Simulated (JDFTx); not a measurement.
# SiC (Moissanite 3C) (F-43m) in JDFTx: reference runs

Reference runs on SiC (Moissanite 3C): the cell as given and a disturbed copy.

Program: JDFTx 1.7.0 (patched build). These are calculated values, not measurements. Logs are shortened: lines on timing, memory, paths and dates and some standing lists are left out, and cuts for length are marked. The log counts tension as positive stress, the text compression.

**Experimental background.**

“Insight into the structural, elastic and electronic properties of a new orthorhombic 6O-SiC polytype”, 2020, pmc:7200658 quotes, for a bulk crystal of SiC: band gap 2.4 eV (indirect).

How close the calculation comes is told below.

## Step 1: The structure

Symmetry: F-43m, No. 216, cubic system. The conventional cell has a = 4.358 Å, b = 4.358 Å, c = 4.358 Å, α = 90.00°, β = 90.00°, γ = 90.00°. Around Si (site symmetry -43m) lie 4 C at 1.89 Å. C (site symmetry -43m) has 4 Si at 1.89 Å as nearest neighbours.

## Step 2: Single point, PBE

The input, SiC.in:

```
lattice \
    0.0000000000     4.1177132256     4.1177132256 \
    4.1177132256     0.0000000000     4.1177132256 \
    4.1177132256     4.1177132256     0.0000000000
coords-type Lattice
ion Si     0.0000000000     0.0000000000     0.0000000000 1
ion C      0.7500000000     0.7500000000     0.7500000000 1

ion-species pseudo/Si.upf
ion-species pseudo/C.upf
elec-cutoff 41
elec-ex-corr gga-PBE
kpoint-folding 10 10 10
elec-smearing Fermi 0.0018374661
elec-n-bands 9
electronic-SCF nIterations 100 energyDiffThreshold 1e-08
electronic-minimize nIterations 30 energyDiffThreshold 1e-7
converge-empty-states yes
forces-output-coords Cartesian

dump-name run.$VAR
dump End Ecomponents EigStats BandEigs Kpoints Forces Stress
```

Potentials or basis: PseudoDojo-SR-PBE-0.5-standard.

Launch:

```sh
$ jdftx -c 1 -i SiC.in -o SiC.out
```

The program printed:

```text
*************** JDFTx 1.7.0 (patched build) ***************

Input parsed successfully to the following command list (including defaults):
[... the input with its defaults ...]

---------- Setting up symmetries ----------

Found 48 point-group symmetries of the bravais lattice
Found 24 space-group symmetries with basis
Applied RMS atom displacement 0 bohrs to make symmetries exact.

---------- Initializing the Grid ----------
R =
[            0      4.11771      4.11771  ]
[      4.11771            0      4.11771  ]
[      4.11771      4.11771            0  ]
unit cell volume = 139.636
G =
[  -0.762946   0.762946   0.762946  ]
[   0.762946  -0.762946   0.762946  ]
[   0.762946   0.762946  -0.762946  ]
Minimum fftbox size, Smin = [  36  36  36  ]
Chosen fftbox size, S = [  36  36  36  ]

---------- Exchange Correlation functional ----------
Initalized PBE GGA exchange.
Initalized PBE GGA correlation.

---------- Setting up pseudopotentials ----------
Width of ionic core gaussian charges (only for fluid interactions / plotting) set to 0

Reading pseudopotential file 'pseudo/Si.upf':
  'Si' pseudopotential, 'PBE' functional
  Generated using ONCVPSP code by D. R. Hamann
  4 valence electrons, 2 orbitals, 6 projectors, 1001 radial grid points, with lMax = 2
    3S    l: 0   occupation:  2.0   eigenvalue: -0.397365
    3P    l: 1   occupation:  2.0   eigenvalue: -0.149981
  Core radius for overlap checks: 1.86 bohrs.

Reading pseudopotential file 'pseudo/C.upf':
  'C' pseudopotential, 'PBE' functional
  Generated using ONCVPSP code by D. R. Hamann
  4 valence electrons, 2 orbitals, 4 projectors, 1001 radial grid points, with lMax = 1
    2S    l: 0   occupation:  2.0   eigenvalue: -0.505335
    2P    l: 1   occupation:  2.0   eigenvalue: -0.194238
  Core radius for overlap checks: 1.21 bohrs.

Initialized 2 species with 2 total atoms.

Folded 1 k-points by 10x10x10 to 1000 k-points.

---------- Setting up k-points, bands, fillings ----------
Adding inversion symmetry to k-mesh for non-inversion-symmetric unit cell.
Reduced to 47 k-points under symmetry.
Computing the number of bands and number of electrons
Calculating initial fillings.
nElectrons:   8.000000   nBands: 9   nStates: 47

----- Setting up reduced wavefunction bases (one per k-point) -----
average nbasis = 1750.583 , ideal nbasis = 1750.927

---------- Setting up ewald sum ----------
Optimum gaussian width for ewald sums = 1.870194 bohr.
Real space sum over 1331 unit cells with max indices [  5  5  5  ]
Reciprocal space sum over 2197 terms with max indices [  6  6  6  ]

---------- Allocating electronic variables ----------
Initializing wave functions:  linear combination of atomic orbitals
Note: number of bands (9) exceeds available atomic orbitals (8)
Si pseudo-atom occupations:   s ( 2 )  p ( 2 )
C pseudo-atom occupations:   s ( 2 )  p ( 2 )
	FillingsUpdate:  mu: +0.485039916  nElectrons: 8.000000
LCAOMinimize: Iter:   0  F: -9.5268569608224141  |grad|_K:  1.053e-02  alpha:  1.000e+00
	FillingsUpdate:  mu: +0.426416237  nElectrons: 8.000000
LCAOMinimize: Iter:   1  F: -9.6206738973123365  |grad|_K:  1.682e-04  alpha:  4.275e-01  linmin: -5.025e-01  cgtest:  8.602e-01
LCAOMinimize: Encountered beta<0, resetting CG.
[... 6 lines of inner loops ...]
LCAOMinimize: Iter:   4  F: -9.6207035401327108  |grad|_K:  2.699e-07  alpha:  8.962e-01  linmin:  2.466e-05  cgtest: -4.802e-05
	FillingsUpdate:  mu: +0.425458448  nElectrons: 8.000000
LCAOMinimize: Iter:   5  F: -9.6207035401982584  |grad|_K:  9.681e-09  alpha:  4.733e-01  linmin: -4.082e-04  cgtest:  1.199e-03
LCAOMinimize: Converged (|Delta F|<1.000000e-06 for 2 iters).

-------- Electronic minimization -----------
Will mix electronic density at each iteration.
	FillingsUpdate:  mu: +0.425458448  nElectrons: 8.000000
	FillingsUpdate:  mu: +0.373590322  nElectrons: 8.000000
SCF: Cycle:  0   F: -9.700348611359017   dF: -7.965e-02   |Residual|: 5.895e-02   |deigs|: 2.411e-01
	FillingsUpdate:  mu: +0.372590902  nElectrons: 8.000000
SCF: Cycle:  1   F: -9.701658937450187   dF: -1.310e-03   |Residual|: 3.265e-02   |deigs|: 1.128e-02
	FillingsUpdate:  mu: +0.373702800  nElectrons: 8.000000
SCF: Cycle:  2   F: -9.701753139564604   dF: -9.420e-05   |Residual|: 5.432e-03   |deigs|: 3.098e-03
	FillingsUpdate:  mu: +0.374703100  nElectrons: 8.000000
SCF: Cycle:  3   F: -9.701777679264589   dF: -2.454e-05   |Residual|: 4.296e-03   |deigs|: 1.848e-03
	FillingsUpdate:  mu: +0.374603817  nElectrons: 8.000000
SCF: Cycle:  4   F: -9.701787569550348   dF: -9.890e-06   |Residual|: 9.891e-04   |deigs|: 3.826e-04
	FillingsUpdate:  mu: +0.374622136  nElectrons: 8.000000
SCF: Cycle:  5   F: -9.701787905745990   dF: -3.362e-07   |Residual|: 5.543e-04   |deigs|: 1.999e-04
	FillingsUpdate:  mu: +0.374654939  nElectrons: 8.000000
SCF: Cycle:  6   F: -9.701788181983247   dF: -2.762e-07   |Residual|: 1.438e-04   |deigs|: 1.664e-04
	FillingsUpdate:  mu: +0.374662749  nElectrons: 8.000000
SCF: Cycle:  7   F: -9.701788199976919   dF: -1.799e-08   |Residual|: 2.598e-05   |deigs|: 9.598e-05
	FillingsUpdate:  mu: +0.374666723  nElectrons: 8.000000
SCF: Cycle:  8   F: -9.701788202154157   dF: -2.177e-09   |Residual|: 1.453e-05   |deigs|: 7.542e-05
	FillingsUpdate:  mu: +0.374666327  nElectrons: 8.000000
SCF: Cycle:  9   F: -9.701788202807419   dF: -6.533e-10   |Residual|: 8.542e-06   |deigs|: 7.709e-05
SCF: Converged (|Delta E|<1.000000e-08 for 2 iters).

Setting wave functions to eigenvectors of Hamiltonian
Converging empty states (this may take a while):
EmptyStates: None of the convergence criteria satisfied.
|deigs|: 1.005e-03

# Stress tensor in Cartesian coordinates [Eh/a0^3]:
[  -0.00010952            0            0  ]
[            0  -0.00010952            0  ]
[            0            0  -0.00010952  ]

# Ionic positions in lattice coordinates:
ion Si   0.000000000000000   0.000000000000000   0.000000000000000 1
ion C   0.750000000000000   0.750000000000000   0.750000000000000 1

# Forces in Cartesian coordinates:
force Si   0.000000000000000   0.000000000000000   0.000000000000000 1
force C   0.000000000000000  -0.000000000000000   0.000000000000000 1

# Energy components:
   Eewald =      -10.4656108845110634
       EH =        1.1668763976831464
     Eloc =       -3.3433132179514273
      Enl =        0.2602100027544075
      Exc =       -3.7789734634395704
 Exc_core =        0.5682495855504802
       KE =        5.8907733777009135
-------------------------------------
     Etot =       -9.7017882022131143
       TS =        0.0000000005943046
-------------------------------------
        F =       -9.7017882028074194

IonicMinimize: Iter:   0  F: -9.701788202807419  |grad|_K:  3.974e-36
IonicMinimize: Converged (|grad|_K<1.000000e-04).

#--- Lowdin population analysis ---
# oxidation-state Si +1.084
# oxidation-state C -1.012

Dumping 'run.eigStats' ...
	eMin: -0.217333 at state 0 ( [ +0.000000 +0.000000 +0.000000 ] spin 0 )
	HOMO: +0.348915 at state 0 ( [ +0.000000 +0.000000 +0.000000 ] spin 0 )
	mu  : +0.374665
	LUMO: +0.398996 at state 30 ( [ +0.000000 +0.500000 +0.500000 ] spin 0 )
	eMax: +0.944002 at state 5 ( [ +0.000000 +0.000000 +0.500000 ] spin 0 )
	HOMO-LUMO gap: +0.050080
	Optical gap  : +0.167338 at state 30 ( [ +0.000000 +0.500000 +0.500000 ] spin 0 )
WARNING: the last solve of the electrons (or of bands or displaced states from it) ended unconverged.
Done!
[note: mu as printed may lie anywhere between the filled and the empty levels]
```

Run time: 56 s. Hardware: 1 thread of Arm Neoverse N1, shared host; peak memory 0.08 GiB.

What came out:

* Free energy: -263.9991 eV
* Pressure: 3.2 GPa
* Band gap on the k mesh: 1.36 eV, indirect (least direct gap 4.55 eV)
* Loewdin charges: Si +1.08; C -1.01 e

Caveat: the empty levels aren't tightly converged.

## Step 3: Single point, PBE (atoms moved at random, drawn with an rms of 0.05 Å)

Changes to SiC.in since step 2:

```diff
@@ -5,4 +5,4 @@
 coords-type Lattice
-ion Si     0.0000000000     0.0000000000     0.0000000000 1
-ion C      0.7500000000     0.7500000000     0.7500000000 1
+ion Si     0.0229970000    -0.0244710000    -0.0028050000 1
+ion C      0.7830530000     0.7450000000     0.7419040000 1
 
@@ -21,2 +21,2 @@
 dump-name run.$VAR
-dump End Ecomponents EigStats BandEigs Kpoints Forces Stress
+dump End Ecomponents EigStats BandEigs Kpoints Forces Stress ElecDensity Dtot KEdensity
```

Potentials or basis: PseudoDojo-SR-PBE-0.5-standard.

Launch:

```sh
$ jdftx -c 1 -i SiC.in -o SiC.out
```

The program printed:

```text
*************** JDFTx 1.7.0 (patched build) ***************

Input parsed successfully to the following command list (including defaults):
[... the input with its defaults ...]

---------- Setting up symmetries ----------

Found 48 point-group symmetries of the bravais lattice
Found 1 space-group symmetries with basis
Applied RMS atom displacement 0 bohrs to make symmetries exact.

---------- Initializing the Grid ----------
R =
[            0      4.11771      4.11771  ]
[      4.11771            0      4.11771  ]
[      4.11771      4.11771            0  ]
unit cell volume = 139.636
G =
[  -0.762946   0.762946   0.762946  ]
[   0.762946  -0.762946   0.762946  ]
[   0.762946   0.762946  -0.762946  ]
Minimum fftbox size, Smin = [  36  36  36  ]
Chosen fftbox size, S = [  36  36  36  ]

---------- Exchange Correlation functional ----------
Initalized PBE GGA exchange.
Initalized PBE GGA correlation.

---------- Setting up pseudopotentials ----------
Width of ionic core gaussian charges (only for fluid interactions / plotting) set to 0

Reading pseudopotential file 'pseudo/Si.upf':
  'Si' pseudopotential, 'PBE' functional
  Generated using ONCVPSP code by D. R. Hamann
  4 valence electrons, 2 orbitals, 6 projectors, 1001 radial grid points, with lMax = 2
    3S    l: 0   occupation:  2.0   eigenvalue: -0.397365
    3P    l: 1   occupation:  2.0   eigenvalue: -0.149981
  Core radius for overlap checks: 1.86 bohrs.
[... 57 lines left out ...]
	FillingsUpdate:  mu: +0.378711774  nElectrons: 8.000000
SCF: Cycle:  5   F: -9.699887798905301   dF: -4.351e-07   |Residual|: 5.524e-04   |deigs|: 1.802e-04
	FillingsUpdate:  mu: +0.378747379  nElectrons: 8.000000
SCF: Cycle:  6   F: -9.699888069729196   dF: -2.708e-07   |Residual|: 1.282e-04   |deigs|: 1.306e-04
	FillingsUpdate:  mu: +0.378755561  nElectrons: 8.000000
SCF: Cycle:  7   F: -9.699888085394623   dF: -1.567e-08   |Residual|: 2.917e-05   |deigs|: 1.001e-04
	FillingsUpdate:  mu: +0.378756988  nElectrons: 8.000000
SCF: Cycle:  8   F: -9.699888088092127   dF: -2.698e-09   |Residual|: 4.823e-06   |deigs|: 8.844e-05
	FillingsUpdate:  mu: +0.378756692  nElectrons: 8.000000
SCF: Cycle:  9   F: -9.699888088803167   dF: -7.110e-10   |Residual|: 6.070e-06   |deigs|: 9.747e-05
SCF: Converged (|Delta E|<1.000000e-08 for 2 iters).

Setting wave functions to eigenvectors of Hamiltonian
Converging empty states (this may take a while):
EmptyStates: None of the convergence criteria satisfied.
|deigs|: 9.395e-04

# Stress tensor in Cartesian coordinates [Eh/a0^3]:
[ -0.000135814 -0.000148338 -4.40306e-05  ]
[ -0.000148338 -0.000141317 -7.71467e-05  ]
[ -4.40306e-05 -7.71467e-05 -0.000115652  ]

# Ionic positions in lattice coordinates:
ion Si   0.022997000000000  -0.024471000000000  -0.002805000000000 1
ion C   0.783053000000000   0.745000000000000   0.741904000000000 1

# Forces in Cartesian coordinates:
force Si   0.012638800178397   0.006646860199408   0.024555797674849 1
force C  -0.012639676902832  -0.006647414616213  -0.024558075906299 1

# Energy components:
   Eewald =      -10.4610063332266261
       EH =        1.1688187248678266
     Eloc =       -3.3510986985948263
      Enl =        0.2603119307938692
      Exc =       -3.7795706735080898
 Exc_core =        0.5682497053527105
       KE =        5.8944072612164868
-------------------------------------
     Etot =       -9.6998880830986494
       TS =        0.0000000057045171
-------------------------------------
        F =       -9.6998880888031671

IonicMinimize: Iter:   0  F: -9.699888088803167  |grad|_K:  1.640e-02
IonicMinimize: None of the convergence criteria satisfied after 0 iterations.

#--- Lowdin population analysis ---
# oxidation-state Si +1.087
# oxidation-state C -1.014

Dumping 'run.eigStats' ...
	eMin: -0.217482 at state 0 ( [ +0.000000 +0.000000 +0.000000 ] spin 0 )
	HOMO: +0.360160 at state 0 ( [ +0.000000 +0.000000 +0.000000 ] spin 0 )
	mu  : +0.378758
	LUMO: +0.398417 at state 457 ( [ +0.500000 +0.000000 +0.500000 ] spin 0 )
	eMax: +0.943857 at state 46 ( [ +0.000000 +0.500000 +0.000000 ] spin 0 )
	HOMO-LUMO gap: +0.038257
	Optical gap  : +0.161366 at state 498 ( [ +0.500000 +0.500000 +0.000000 ] spin 0 )
WARNING: the last solve of the electrons (or of bands or displaced states from it) ended unconverged.
Done!
[note: mu as printed may lie anywhere between the filled and the empty levels]
```

Wall time 10 min (1 thread of Arm Neoverse N1, shared host); peak memory 0.51 GiB.

What came out:

```
Free energy            : -263.9474 eV
Pressure               : 3.9 GPa
Largest force          : 1.461 eV/Å
Band gap on the k mesh : 1.04 eV, indirect (least direct gap 4.39 eV)
Loewdin charges        : Si +1.09; C -1.01 e
```

Forces on the atoms (eV/Å):
```
Si   0.650  0.342  1.263
C   -0.650 -0.342 -1.263
```

Stress tensor (GPa, compression positive):
```
4.00 4.36 1.30
4.36 4.16 2.27
1.30 2.27 3.40
```

Caveat: forces may be off by hundredths of an eV/Å; the empty levels aren't tightly converged. A k mesh can miss the band edges.

## Step 4: Comparison with measurements

Step 2. Against the measured gap of SiC, 2.4 eV (indirect; quoted in “Insight into the structural, elastic and electronic properties of a new orthorhombic 6O-SiC polytype”, 2020, pmc:7200658), the calculated 1.36 eV is off by -1.04 eV. The value is that of PBE on a finite k mesh, which can miss the band edges, without temperature or zero-point motion. Semilocal functionals fall short of measured gaps as a rule.
